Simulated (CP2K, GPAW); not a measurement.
This is a calculation of B for GPAW 26.7.0. This isn't the form of B at room conditions, which is rhombohedral.

run.py

```python
from ase.io import read
from gpaw import PW
from gpaw.dft import DFT

atoms = read('POSCAR')

dft = DFT(atoms,
          mode=PW(800),
          xc='PBE',
          kpts={'size': (11, 11, 16), 'gamma': True},
          occupations={'name': 'fermi-dirac', 'width': 0.05},
          nbands=7,
          convergence={'density': 1e-05, 'energy': 1e-05},
          maxiter=150,
          txt='gpaw.txt')
print(f'Energy: {dft.calculate_energy():.6f} eV')
print('Forces (eV/A):')
print(dft.calculate_forces().round(4))
print('Stress (eV/A^3):', dft.calculate_stress().round(6))
dft.write_gpw_file('gs.gpw')
```

File POSCAR:

```
B
1.0
    2.3461100000      0.0000000000      0.0000000000
    0.0000000000      2.3461100000      0.0000000000
    0.0000000000      0.0000000000      1.5857900000
B
1
Direct
    0.5000000000      0.5000000000      0.5000000000
```

Potentials or basis: GPAW PAW data sets (gpaw-data 1.2.1), pw.

Command:

```console
$ OMP_NUM_THREADS=1 python run.py
```

Problem. What does the same run look like in CP2K 2026.2? Potentials or basis there: POTENTIAL_UZH B GTH-PBE0-q3; DZVP-MOLOPT-SR-GTH basis.

Solution. As run (cutoffs and basis follow the program's own potentials, and thresholds, step limits or extra output files can differ):

b_scf.inp

```
&GLOBAL
  PROJECT b_scf
  RUN_TYPE ENERGY_FORCE
  PRINT_LEVEL LOW
&END GLOBAL
&FORCE_EVAL
  METHOD QS
  STRESS_TENSOR ANALYTICAL
  &DFT
    BASIS_SET_FILE_NAME BASIS_MOLOPT
    POTENTIAL_FILE_NAME POTENTIAL_UZH
    &MGRID
      CUTOFF 450
      REL_CUTOFF 60
      NGRIDS 4
    &END MGRID
    &QS
      METHOD GPW
      EPS_DEFAULT 1.0E-9
    &END QS
    &KPOINTS
      SCHEME MONKHORST-PACK 11 11 16
      GAMMA_CENTERED T
      SYMMETRY T
      SYMMETRY_BACKEND SPGLIB
    &END KPOINTS
    &SCF
      SCF_GUESS ATOMIC
      EPS_SCF 1.0E-6
      MAX_SCF 100
      ADDED_MOS 8
      CHOLESKY OFF
      EPS_EIGVAL 1.0E-7
      &DIAGONALIZATION ON
        ALGORITHM STANDARD
      &END DIAGONALIZATION
      &MIXING ON
        METHOD BROYDEN_MIXING
        ALPHA 0.4
        BETA 1.5
        NBUFFER 8
      &END MIXING
      &SMEAR ON
        METHOD FERMI_DIRAC
        ELECTRONIC_TEMPERATURE 580.23
      &END SMEAR
    &END SCF
    &XC
      &XC_FUNCTIONAL
        &GGA_X_PBE
        &END GGA_X_PBE
        &GGA_C_PBE
        &END GGA_C_PBE
      &END XC_FUNCTIONAL
    &END XC
    &PRINT
      &KPOINTS ON
      &END KPOINTS
      &MULLIKEN ON
      &END MULLIKEN
      &MO ON
        ENERGIES T
        OCCUPATION_NUMBERS T
        &EACH
          QS_SCF 0
        &END EACH
        ADD_LAST NUMERIC
      &END MO
      &LOWDIN ON
      &END LOWDIN
      &HIRSHFELD ON
        SHAPE_FUNCTION DENSITY
      &END HIRSHFELD
      &E_DENSITY_CUBE ON
        STRIDE 1
      &END E_DENSITY_CUBE
      &V_HARTREE_CUBE ON
        STRIDE 1
      &END V_HARTREE_CUBE
      &ELF_CUBE ON
        STRIDE 1
      &END ELF_CUBE
    &END PRINT
  &END DFT
  &SUBSYS
    &CELL
      A 2.3461100000 0.0000000000 0.0000000000
      B 0.0000000000 2.3461100000 0.0000000000
      C 0.0000000000 0.0000000000 1.5857900000
      PERIODIC XYZ
    &END CELL
    &COORD
      B   1.1730550000 1.1730550000 0.7928950000
    &END COORD
    &KIND B
      BASIS_SET DZVP-MOLOPT-SR-GTH-q3
      POTENTIAL GTH-PBE0-q3
    &END KIND
    &PRINT
      &ATOMIC_COORDINATES ON
      &END ATOMIC_COORDINATES
      &CELL ON
      &END CELL
    &END PRINT
  &END SUBSYS
  &PRINT
    &FORCES ON
    &END FORCES
    &STRESS_TENSOR ON
    &END STRESS_TENSOR
  &END PRINT
&END FORCE_EVAL
```

Potentials or basis: POTENTIAL_UZH B GTH-PBE0-q3; DZVP-MOLOPT-SR-GTH basis.

The run is started by

```console
$ OMP_NUM_THREADS=1 cp2k.psmp -i b_scf.inp -o b_scf.out
```

Both were run:

|  | GPAW | CP2K |
| --- | --- | --- |
| Pressure | -0.6 GPa | -0.4 GPa |

Pressure is positive in compression.
